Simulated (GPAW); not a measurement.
# CdSe (Cadmoselite) (P6_3mc) in GPAW: settings compared

One crystal, CdSe (Cadmoselite), is run at these levels: LDA, PBE; tasks: single point.

Program: GPAW 26.7.0. These are calculated values, not measurements. Logs are shortened: lines on timing, memory, paths and dates and some standing lists are left out, and cuts for length are marked. The log counts tension as positive stress, the text compression.

**The experiment to reproduce.**

From a printed reference work, data compilation, for a bulk crystal of CdSe at 2 K: band gap 1.841 eV.

The runs below are set against these values where they give the same quantity.

**1. Starting point**

It takes space group P6_3mc (No. 186, hexagonal). The conventional cell has a = 4.300 Å, b = 4.300 Å, c = 7.020 Å, α = 90.00°, β = 90.00°, γ = 120.00°. Cd (site symmetry 3m) is surrounded by 4 Se at 2.61 to 2.70 Å. Se (site symmetry 3m) is surrounded by 4 Cd at 2.61 to 2.70 Å.

**2. Single point, LDA**

Contents of run.py:

```python
from ase import Atoms
from ase.dft.bandgap import bandgap
from ase.io import write
from ase.units import GPa
from gpaw import GPAW, PW

atoms = Atoms(['Cd', 'Cd', 'Se', 'Se'],
              cell=[[4.3, 0.0, 0.0],
                    [-2.15, 3.7239092363, 0.0],
                    [0.0, 0.0, 7.02]],
              scaled_positions=[[0.6666666667, 0.3333333333, 0.5],
                                [0.3333333333, 0.6666666667, 0.0],
                                [0.6666666667, 0.3333333333, 0.885],
                                [0.3333333333, 0.6666666667, 0.385]],
              pbc=True)

calc = GPAW(mode=PW(450),
            xc='LDA',
            kpts={'size': (6, 6, 3), 'gamma': True},
            occupations={'name': 'fermi-dirac', 'width': 0.05},
            nbands=31,
            maxiter=120,
            txt='gpaw.txt')
atoms.calc = calc
energy = atoms.get_potential_energy()
forces = atoms.get_forces()
stress = atoms.get_stress()
calc.write('gs.gpw')
write('result.traj', atoms)
print(f'Energy: {energy:.6f} eV')
print('Forces (eV/A):')
print(forces.round(4))
print('Stress (GPa):', (stress / GPa).round(3))
print('Fermi level:', round(calc.get_fermi_level(), 4), 'eV')
print(f'Gap: {bandgap(calc)[0]:.4f} eV, direct: {bandgap(calc, direct=True)[0]:.4f} eV')
```

Potentials or basis: the program's PAW data sets (release 1.2.1) made for this functional, pw.

Run with:

```bash
$ OMP_NUM_THREADS=1 python run.py
```

gpaw.txt:

```text
__  _  _
 | _ |_)|_||  |
 |__||  | ||/\| - 26.7.0

Input parameters:
  mode=PW(ecut=450.00000000000006),
  kpts=MonkhorstPack(size=(6, 6, 3), gamma=True),
  maxiter=120,
  nbands=31,
  occupations=Occupations(name='fermi-dirac', width=0.05),
  xc=XC(name='LDA')

Diagonalizing LCAO Hamiltonian
Converting LCAO to pw mode

            Se

        Se  Cd

        Cd

Atoms  # Å, Bohr magnetons
|   | symbol |         x |        y |        z |    initial magnetic moments |
|---|--------|-----------|----------|----------|-----------------------------|
| 0 |     Cd |  2.150000 | 1.241303 | 3.510000 | ( 0.0000,  0.0000,  0.0000) |
| 1 |     Cd | -0.000000 | 2.482606 | 0.000000 | ( 0.0000,  0.0000,  0.0000) |
| 2 |     Se |  2.150000 | 1.241303 | 6.212700 | ( 0.0000,  0.0000,  0.0000) |
| 3 |     Se | -0.000000 | 2.482606 | 2.702700 | ( 0.0000,  0.0000,  0.0000) |

Unit cell  # Å
| periodic |         x |        y |        z |  lengths |     angles |
|----------|-----------|----------|----------|----------|------------|
|      yes |  4.300000 | 0.000000 | 0.000000 | 4.300000 |  90.000000 |
|      yes | -2.150000 | 3.723909 | 0.000000 | 4.300000 |  90.000000 |
|      yes |  0.000000 | 0.000000 | 7.020000 | 7.020000 | 120.000000 |

Number of symmetries: 6
Symmetry operations  # r_c * U_cc + t_c -> r_c
|   | kind |            matrix            |
|---|------|------------------------------|
| 0 |  σ   |  1, 1, 0,  0,-1, 0,  0, 0, 1 |
| 1 |  E   |  1, 0, 0,  0, 1, 0,  0, 0, 1 |
| 2 |  C3  |  0, 1, 0, -1,-1, 0,  0, 0, 1 |
| 3 |  σ   |  0,-1, 0, -1, 0, 0,  0, 0, 1 |
| 4 |  σ   | -1, 0, 0,  1, 1, 0,  0, 0, 1 |
| 5 |  C3  | -1,-1, 0,  1, 0, 0,  0, 0, 1 |

BZ-sampling:
  Number of BZ points: 108
  Number of IBZ points: 17

  Monkhorst-Pack size: [6, 6, 3]
  Monkhorst-Pack shift: [0.08333333333333333, 0.08333333333333333, 0.0]

K-points  # in reciprocal-cell coordinates
|     |                                coordinates |     weight |
|-----|--------------------------------------------|------------|
|   0 | (  0.00000000,   0.00000000,   0.00000000) | 0.00925926 |
|   1 | (  0.00000000,   0.00000000,   0.33333333) | 0.01851852 |
|   2 | (  0.16666667,   0.00000000,  -0.33333333) | 0.05555556 |
|   3 | (  0.16666667,   0.00000000,   0.00000000) | 0.05555556 |
|   4 | (  0.16666667,   0.00000000,   0.33333333) | 0.05555556 |
|   5 | (  0.33333333,  -0.16666667,   0.00000000) | 0.05555556 |
|   6 | (  0.33333333,  -0.16666667,   0.33333333) | 0.11111111 |
|   7 | (  0.33333333,   0.00000000,  -0.33333333) | 0.05555556 |
|   8 | (  0.33333333,   0.00000000,   0.00000000) | 0.05555556 |
|   9 | (  0.33333333,   0.00000000,   0.33333333) | 0.05555556 |
| ... |                                            |            |
|  16 | (  0.50000000,   0.50000000,   0.33333333) | 0.05555556 |

Plane wave coefficients: 2448
Cutoff: 450.00000000000006 eV

Spin-components: 1 (collinear spins)
Bands:           31
Projectors:      22
Spin-degeneracy: 2
Datatype:        complex128

Parallelization:
  kpt:    1
  domain: 1
  band:   1

Density:
  Valence electrons: 36.0
  Components: 1
  Grid points: [24 24 35]
  Charge: 0.0  # |e|

Potential:
  Grid points: [24 24 35]

species:
  Cd:
    name:    Cadmium
    Z:       48.0
    valence: 12
    core:    36
    charge:  0.0  # [|e|]
    compensation charges:
      type: gauss
      rc: 0.38  # [Å]
      lmax: 2
    cutoffs:
      filter: 2.12  # [Å]
      core: 2.62  # [Å]
    projectors
    | kind |    occ | energy [eV] | rcut [Å] |
    |------|--------|-------------|----------|
    |   5s |  2.000 |      -5.950 |    1.191 |
    |   5p |  0.000 |      -1.328 |    1.228 |
    |   4d | 10.000 |     -11.904 |    1.164 |
    |    s |        |      21.261 |    1.191 |
    |    p |        |      25.883 |    1.228 |
    |    d |        |      15.307 |    1.164 |

    Using partial waves for Cd as LCAO basis

  Se:
    name:    Selenium
    Z:       34.0
    valence: 6
    core:    28
    charge:  0.0  # [|e|]
    compensation charges:
      type: gauss
      rc: 0.27  # [Å]
      lmax: 2
    cutoffs:
      filter: 1.77  # [Å]
      core: 2.67  # [Å]
    projectors
    | kind |    occ | energy [eV] | rcut [Å] |
    |------|--------|-------------|----------|
    |   4s |  2.000 |     -17.472 |    0.847 |
    |   4p |  4.000 |      -6.656 |    1.005 |
    |    s |        |       9.739 |    0.847 |
    |    p |        |      20.555 |    1.005 |
    |    d |        |       0.000 |    0.847 |

    Using partial waves for Se as LCAO basis

Reference energy: -436106.280585  # eV

eigensolver:
  PPCG
  Converge bands: occupied
  niter=2

density mixing:
  MSR1-Mixer
  Pratt-step length: 0.05
  Maximum mixing coefficient: 0.75
  Old densities: 10
  SVD Regularization: 0.005
  Good broyden scale: 1.0
  Trust region scale: 1.0
  Backstep threshold: 4.0
  History deletion threshold: 6.0
  Fourier metric: weight=20.0, sigma=0.015

occupation numbers:
  Fermi-Dirac:
    width: 0.0500  # eV

poisson solver:
  ecut: 3600.0000000000005  # eV

xc functional:
  name: None

convergence criteria:
- Maximum [total energy] change in last 3 cyles: 0.0005 eV / valence electron
- Maximum integral of absolute [dens]ity change: 0.0001 electrons / valence electron
- Maximum integral of absolute [eigenst]ate change: 4e-08 eV^2 / valence electron
maximum number of iterations: 120

SCF iterations
|iter     | |      energy | eigst |  dens |
|---------|-|-------------|-------|-------|
|iter:   1| |  -14.513243 | -0.61 |       |
|iter:   2| |  -14.366230 | -2.54 | -1.20 |
|iter:   3| |  -13.825439 | -1.56 | -1.25 |
|iter:   4| |  -13.814680 | -3.48 | -1.80 |
|iter:   5| |  -13.812392c| -3.81 | -2.28 |
|iter:   6| |  -13.812375c| -5.31 | -3.01 |
|iter:   7| |  -13.812376c| -6.60 | -3.61 |
|iter:   8| |  -13.812376c| -7.59c| -4.77c|

Converged in 8 steps
Energy contributions relative to reference atoms: (reference = -436106.280585)

Energy contributions:
  Kinetic:          31.793003
  Coulomb:         -28.865921
  Zero:              0.110107
  External:          0.000000
  Xc:              -16.849440
  Entropy:          -0.000250
  Spinorbit:         0.000000
  ----------------------------
  Free energy:     -13.812501
  Extrapolated:    -13.812376

dipole moment: (-0.000015, 0.000022, -18.458639)  # |e|*Ang

Fermi level: 3.557
Eigenvalues  # (at kpt = [0.000, 0.000, 0.000])
| band index |      eig [eV] | occ [0-2] |
|------------|---------------|-----------|
|          0 |        -9.359 |     2.000 |
|        ... |               |           |
|         10 |        -4.143 |     2.000 |
|         11 |        -3.867 |     2.000 |
|         12 |        -1.019 |     2.000 |
|         13 |         2.582 |     2.000 |
|         14 |         2.582 |     2.000 |
|         15 |         3.302 |     1.988 |
|         16 |         3.318 |     1.983 |
|         17 |         3.318 |     1.983 |
|         18 |         3.741 |     0.050 |
|         19 |         5.208 |     0.000 |
|         20 |         9.040 |     0.000 |
|         21 |         9.040 |     0.000 |
|         22 |         9.291 |     0.000 |
|         23 |        10.177 |     0.000 |
|         24 |        10.177 |     0.000 |
|         25 |        10.779 |     0.000 |
|        ... |               |           |
|         30 |        14.135 |     0.000 |

Gap: 0.422 eV
Transition (v -> c):
  (s=0, k=0, n=17, [0.00, 0.00, 0.00]) -> (s=0, k=0, n=18, [0.00, 0.00, 0.00])
No difference between direct/indirect transitions

Forces  # eV/Ang
|        x |       y |        z |
|----------|---------|----------|
|  0.00000 | 0.00000 |  0.25237 |  # Cd   0
|  0.00000 | 0.00000 |  0.25260 |  # Cd   1
| -0.00000 | 0.00000 | -0.25250 |  # Se   2
|  0.00000 | 0.00000 | -0.25259 |  # Se   3

Stress tensor  # eV/Ang^3
|         x |         y |         z |
|-----------|-----------|-----------|
|  0.014288 | -0.000000 |  0.000000 |
| -0.000000 |  0.014288 | -0.000000 |
|  0.000000 | -0.000000 |  0.024001 |

# Writing to gs.gpw (mode='')
```

Run time: 55 s. Hardware: 1 thread of Intel Xeon at 2.50GHz (Skylake/Cascade Lake), shared host; peak memory 0.18 GiB.

Results:

- Free energy: -13.8125 eV
- Pressure: -2.8 GPa
- Largest force: 0.253 eV/Å
- Band gap on the k mesh: 0.42 eV, direct

Forces in eV/Å, atoms in the order of the input:
```
Cd   0.000  0.000  0.252
Cd   0.000  0.000  0.253
Se   0.000  0.000 -0.253
Se   0.000  0.000 -0.253
```

Caveat: the cutoff is short for stress and forces, so pressures can be off by a GPa or more.

**3. Single point, PBE**

Contents of run.py:

```python
from ase.dft.bandgap import bandgap
from ase.io import read, write
from ase.units import GPa
from gpaw import GPAW, PW

atoms = read('POSCAR')

calc = GPAW(mode=PW(500),
            xc='PBE',
            kpts={'size': (6, 6, 3), 'gamma': True},
            occupations={'name': 'fermi-dirac', 'width': 0.05},
            nbands=31,
            maxiter=120,
            txt='gpaw.txt')
atoms.calc = calc
energy = atoms.get_potential_energy()
forces = atoms.get_forces()
stress = atoms.get_stress()
calc.write('gs.gpw')
write('result.traj', atoms)
print(f'Energy: {energy:.6f} eV')
print('Forces (eV/A):')
print(forces.round(4))
print('Stress (GPa):', (stress / GPa).round(3))
print('Fermi level:', round(calc.get_fermi_level(), 4), 'eV')
print(f'Gap: {bandgap(calc)[0]:.4f} eV, direct: {bandgap(calc, direct=True)[0]:.4f} eV')
```

Contents of POSCAR:

```
CdSe
1.0
    4.3000000000      0.0000000000      0.0000000000
   -2.1500000000      3.7239092363      0.0000000000
    0.0000000000      0.0000000000      7.0200000000
Cd Se
2 2
Direct
    0.6666666667      0.3333333333      0.5000000000
    0.3333333333      0.6666666667      0.0000000000
    0.6666666667      0.3333333333      0.8850000000
    0.3333333333      0.6666666667      0.3850000000
```

Potentials or basis: GPAW PAW data sets (gpaw-data 1.2.1), pw.

Run with:

```bash
$ OMP_NUM_THREADS=1 python run.py
```

gpaw.txt:

```text
__  _  _
 | _ |_)|_||  |
 |__||  | ||/\| - 26.7.0

Input parameters:
  mode=PW(ecut=500.0),
  kpts=MonkhorstPack(size=(6, 6, 3), gamma=True),
  maxiter=120,
  nbands=31,
  occupations=Occupations(name='fermi-dirac', width=0.05),
  xc=XC(name='PBE')

Diagonalizing LCAO Hamiltonian
Converting LCAO to pw mode

            Se

        Se  Cd

        Cd

Atoms  # Å, Bohr magnetons
|   | symbol |         x |        y |        z |    initial magnetic moments |
|---|--------|-----------|----------|----------|-----------------------------|
| 0 |     Cd |  2.150000 | 1.241303 | 3.510000 | ( 0.0000,  0.0000,  0.0000) |
| 1 |     Cd | -0.000000 | 2.482606 | 0.000000 | ( 0.0000,  0.0000,  0.0000) |
| 2 |     Se |  2.150000 | 1.241303 | 6.212700 | ( 0.0000,  0.0000,  0.0000) |
| 3 |     Se | -0.000000 | 2.482606 | 2.702700 | ( 0.0000,  0.0000,  0.0000) |

Unit cell  # Å
| periodic |         x |        y |        z |  lengths |     angles |
[... 166 lines left out ...]
  Zero:              0.093302
  External:          0.000000
  Xc:              -15.534638
  Entropy:          -0.000025
  Spinorbit:         0.000000
  ----------------------------
  Free energy:     -11.289913
  Extrapolated:    -11.289900

dipole moment: (0.000005, 0.000010, -18.329456)  # |e|*Ang

Fermi level: 4.007
Eigenvalues  # (at kpt = [0.000, 0.000, 0.000])
| band index |      eig [eV] | occ [0-2] |
|------------|---------------|-----------|
|          0 |        -8.965 |     2.000 |
|        ... |               |           |
|         10 |        -3.835 |     2.000 |
|         11 |        -3.553 |     2.000 |
|         12 |        -0.618 |     2.000 |
|         13 |         2.908 |     2.000 |
|         14 |         2.908 |     2.000 |
|         15 |         3.619 |     1.999 |
[... 8 lines left out ...]
|         24 |        10.605 |     0.000 |
|         25 |        11.333 |     0.000 |
|        ... |               |           |
|         30 |        14.641 |     0.000 |

Gap: 0.696 eV
Transition (v -> c):
  (s=0, k=0, n=17, [0.00, 0.00, 0.00]) -> (s=0, k=0, n=18, [0.00, 0.00, 0.00])
No difference between direct/indirect transitions

Forces  # eV/Ang
|        x |       y |        z |
|----------|---------|----------|
| -0.00000 | 0.00000 |  0.28164 |  # Cd   0
|  0.00000 | 0.00000 |  0.28211 |  # Cd   1
| -0.00000 | 0.00000 | -0.28175 |  # Se   2
|  0.00000 | 0.00000 | -0.28202 |  # Se   3

Stress tensor  # eV/Ang^3
|         x |         y |         z |
|-----------|-----------|-----------|
| -0.019996 | -0.000000 |  0.000000 |
|  0.000000 | -0.019996 |  0.000000 |
|  0.000000 |  0.000000 | -0.007538 |

# Writing to gs.gpw (mode='')
```

stdout:

```text
Energy: -11.289900 eV
Forces (eV/A):
[[-0.      0.      0.2816]
 [ 0.      0.      0.2821]
 [-0.      0.     -0.2818]
 [ 0.      0.     -0.282 ]]
Stress (GPa): [-3.204 -3.204 -1.208  0.     0.    -0.   ]
Fermi level: 4.007 eV
Gap: 0.6956 eV, direct: 0.6956 eV
```

Run time: 29 s. Hardware: 1 thread of Arm Neoverse V1, shared host; peak memory 0.19 GiB.

Results:

| Quantity | Value |
| --- | --- |
| Free energy | -11.2899 eV |
| Pressure | 2.5 GPa |
| Largest force | 0.282 eV/Å |
| Band gap on the k mesh | 0.70 eV, direct |

Forces in eV/Å, atoms in the order of the input:
```
Cd   0.000  0.000  0.282
Cd   0.000  0.000  0.282
Se   0.000  0.000 -0.282
Se   0.000  0.000 -0.282
```

Caveat: the cutoff is short for stress and forces, so pressures can be off by a GPa or more.

**4. Comparison with measurements**

Step 2. A measured gap of CdSe is 1.841 eV (2 K; a printed reference work, data compilation); the calculated 0.42 eV misses it by -1.42 eV. So large a miss can be the level of theory's own, or it may mean another phase, state or a wrong row. Spin-orbit coupling on Cd, Se is left out. The value is that of LDA, without temperature or zero-point motion. Semilocal functionals fall short of measured gaps as a rule.

Step 3. A measured gap of CdSe is 1.841 eV (2 K; a printed reference work, data compilation); the calculated 0.70 eV misses it by -1.15 eV. So large a miss can be the level of theory's own, or it may mean another phase, state or a wrong row. Spin-orbit coupling on Cd, Se is left out. The value is that of PBE, without temperature or zero-point motion. Semilocal functionals fall short of measured gaps as a rule.
